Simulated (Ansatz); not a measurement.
The system is CoO.

```
Co O
1.0
     0.00000    2.13150    2.13150
     2.13150    0.00000    2.13150
     2.13150    2.13150    0.00000
Co O
1 1
Direct
  0.00000 0.00000 0.00000
  0.50000 0.50000 0.50000
```

Base run:

- Program: Ansatz 0.2.0
- Functional: PBE
- Potentials or basis: Ansatz PAW
- Cutoff: 420 eV (not typed: the program's choice for these potentials)
- k mesh: 11 × 11 × 11
- Occupations: fermi-dirac, width 0.05 eV
- Spin: collinear spin, ferromagnetic start
- Starting moments: [2.0, 0.0] μB

Its results: band gap on the k mesh none (metal or under the smearing width); pressure -1.8 GPa; net moment 2.93 μB per cell; site moments Co +2.49; O +0.32 μB.

Task: The run is repeated on the same cell with these changes: functional from PBE to LDA. What comes out?

Result: Band gap on the k mesh none (metal or under the smearing width); pressure -19.2 GPa; net moment 2.88 μB per cell; site moments Co +2.43; O +0.34 μB.

LDA binds more tightly than PBE, so the same cell stands under less pressure.

Caveats: a cell with one magnetic atom can't hold antiferromagnetic order, which such compounds often take; semilocal functionals often make such compounds metallic where correlation or magnetic order opens a gap, which also shifts bond lengths; the PAW data sets come from PBE, with cores solved anew for the run's functional, which leaves a small shift of forces and pressure (some runs).
